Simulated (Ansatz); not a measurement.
# NiO: a two-dimensional strain map

Aim: for NiO, map the energy over biaxial and axial strain.

Method: DFT PBE, scalar-relativistic, plane waves, PAW, in Ansatz 0.2.0.

### 1 The system as given

It takes space group Fm-3m (No. 225, cubic). Conventional cell: a = 4.183 Å, b = 4.183 Å, c = 4.183 Å, α = 90.00°, β = 90.00°, γ = 90.00°. Ni (site symmetry m-3m) is surrounded by 6 O at 2.09 Å. O (site symmetry m-3m) has 6 Ni at 2.09 Å as nearest neighbours.

As a file:

```xyz
2
Lattice="0.0000 2.0913 2.0913 2.0913 0.0000 2.0913 2.0913 2.0913 0.0000" Properties=species:S:1:pos:R:3 pbc="T T T"
Ni    0.0000    0.0000    0.0000
O     2.0913    2.0913    2.0913
```

No relaxation comes first: the listed cell is the starting point.

### 2 The reference: the undisturbed cell on the scan's mesh

Input file input.yaml:

```yaml
crystal:
  lattice:
    - [0.0, 2.09131, 2.09131]
    - [2.09131, 0.0, 2.09131]
    - [2.09131, 2.09131, 0.0]
  atoms:
    - { symbol: Ni, position: [0.0, 0.0, 0.0], spin: 1.61 }
    - { symbol: O, position: [0.5, 0.5, 0.5], spin: 0.33 }
basis:
  ecutwfc: 420
kpoints:
  mp_grid: { grid: [20, 20, 20] }
hamiltonian:
  xc: pbe
scf:
  occupations: { method: gaussian, width: 0.15 }
output:
  forces: true
  stress: true
  eigenvalues: true
  populations: true
  write_density: true
  write_potential: true
  elf: true
  volumetric_format: npy
magnetization:
  spin_polarized: true
```

Command:

```
$ ansatz run input.yaml --threads 1 --pin off --max-ram 2560MiB --backend cpu --events-out ev --progress --plain --runs-dir out
```

### 3 Next: a two-dimensional strain map

The cell is strained by p along both x and y and by q along z, with fractional coordinates fixed.

### 4 At p = -0.050, q = -0.050

Edit input.yaml of step 2 so:

```diff
@@ -2,5 +2,5 @@
   lattice:
-    - [0.0, 2.09131, 2.09131]
-    - [2.09131, 0.0, 2.09131]
-    - [2.09131, 2.09131, 0.0]
+    - [0.0, 1.9867445, 1.9867445]
+    - [1.9867445, 0.0, 1.9867445]
+    - [1.9867445, 1.9867445, 0.0]
   atoms:
@@ -21,6 +21,2 @@
   populations: true
-  write_density: true
-  write_potential: true
-  elf: true
-  volumetric_format: npy
 magnetization:
```

### 5 At p = -0.050, q = 0.000

Edit input.yaml of step 4 so:

```diff
@@ -2,4 +2,4 @@
   lattice:
-    - [0.0, 1.9867445, 1.9867445]
-    - [1.9867445, 0.0, 1.9867445]
+    - [0.0, 1.9867445, 2.09131]
+    - [1.9867445, 0.0, 2.09131]
     - [1.9867445, 1.9867445, 0.0]
@@ -21,2 +21,6 @@
   populations: true
+  write_density: true
+  write_potential: true
+  elf: true
+  volumetric_format: npy
 magnetization:
```

### 6 At p = -0.050, q = 0.050

Edit input.yaml of step 5 so:

```diff
@@ -2,4 +2,4 @@
   lattice:
-    - [0.0, 1.9867445, 2.09131]
-    - [1.9867445, 0.0, 2.09131]
+    - [0.0, 1.9867445, 2.1958755]
+    - [1.9867445, 0.0, 2.1958755]
     - [1.9867445, 1.9867445, 0.0]
@@ -21,6 +21,2 @@
   populations: true
-  write_density: true
-  write_potential: true
-  elf: true
-  volumetric_format: npy
 magnetization:
```

### 7 p = 0.000, q = -0.050

Edit input.yaml of step 6 so:

```diff
@@ -2,5 +2,5 @@
   lattice:
-    - [0.0, 1.9867445, 2.1958755]
-    - [1.9867445, 0.0, 2.1958755]
-    - [1.9867445, 1.9867445, 0.0]
+    - [0.0, 2.09131, 1.9867445]
+    - [2.09131, 0.0, 1.9867445]
+    - [2.09131, 2.09131, 0.0]
   atoms:
@@ -21,2 +21,6 @@
   populations: true
+  write_density: true
+  write_potential: true
+  elf: true
+  volumetric_format: npy
 magnetization:
```

### 8 p = 0.000, q = 0.050

Edit input.yaml of step 7 so:

```diff
@@ -2,4 +2,4 @@
   lattice:
-    - [0.0, 2.09131, 1.9867445]
-    - [2.09131, 0.0, 1.9867445]
+    - [0.0, 2.09131, 2.1958755]
+    - [2.09131, 0.0, 2.1958755]
     - [2.09131, 2.09131, 0.0]
@@ -21,6 +21,2 @@
   populations: true
-  write_density: true
-  write_potential: true
-  elf: true
-  volumetric_format: npy
 magnetization:
```

### 9 At p = 0.050, q = -0.050

Edit input.yaml of step 8 so:

```diff
@@ -2,5 +2,5 @@
   lattice:
-    - [0.0, 2.09131, 2.1958755]
-    - [2.09131, 0.0, 2.1958755]
-    - [2.09131, 2.09131, 0.0]
+    - [0.0, 2.1958755, 1.9867445]
+    - [2.1958755, 0.0, 1.9867445]
+    - [2.1958755, 2.1958755, 0.0]
   atoms:
```

### 10 Point p = 0.050, q = 0.000

Edit input.yaml of step 9 so:

```diff
@@ -2,4 +2,4 @@
   lattice:
-    - [0.0, 2.1958755, 1.9867445]
-    - [2.1958755, 0.0, 1.9867445]
+    - [0.0, 2.1958755, 2.09131]
+    - [2.1958755, 0.0, 2.09131]
     - [2.1958755, 2.1958755, 0.0]
```

### 11 At p = 0.050, q = 0.050

Edit input.yaml of step 10 so:

```diff
@@ -2,4 +2,4 @@
   lattice:
-    - [0.0, 2.1958755, 2.09131]
-    - [2.1958755, 0.0, 2.09131]
+    - [0.0, 2.1958755, 2.1958755]
+    - [2.1958755, 0.0, 2.1958755]
     - [2.1958755, 2.1958755, 0.0]
@@ -21,2 +21,6 @@
   populations: true
+  write_density: true
+  write_potential: true
+  elf: true
+  volumetric_format: npy
 magnetization:
```

### 12 p = -0.050, q = -0.025

Edit input.yaml of step 11 so:

```diff
@@ -2,5 +2,5 @@
   lattice:
-    - [0.0, 2.1958755, 2.1958755]
-    - [2.1958755, 0.0, 2.1958755]
-    - [2.1958755, 2.1958755, 0.0]
+    - [0.0, 1.9867445, 2.03902725]
+    - [1.9867445, 0.0, 2.03902725]
+    - [1.9867445, 1.9867445, 0.0]
   atoms:
```

(Steps that only read results are left out.)

**Question.** What will these runs give? Wanted: highest point; lowest point away from the origin.

**Answer**, as computed:

| quantity | value |
| --- | --- |
| highest point | 170.1 meV/atom at (p, q) = (-0.050, -0.050) |
| lowest point away from the origin | 3.2 meV/atom at (0.000, 0.050) |

No computed point lies below the origin. At |p| = |q| = 0.050, points where p and q have the same sign cost 118.3 meV/atom on average, those of opposite sign 35.5: stretching in the plane is cheaper with a contraction along z. With one magnetic atom in the cell only ferromagnetic order fits, and no U was applied, so an antiferromagnetic state was not tested. Without a U such compounds often come out metallic though many are antiferromagnetic insulators.
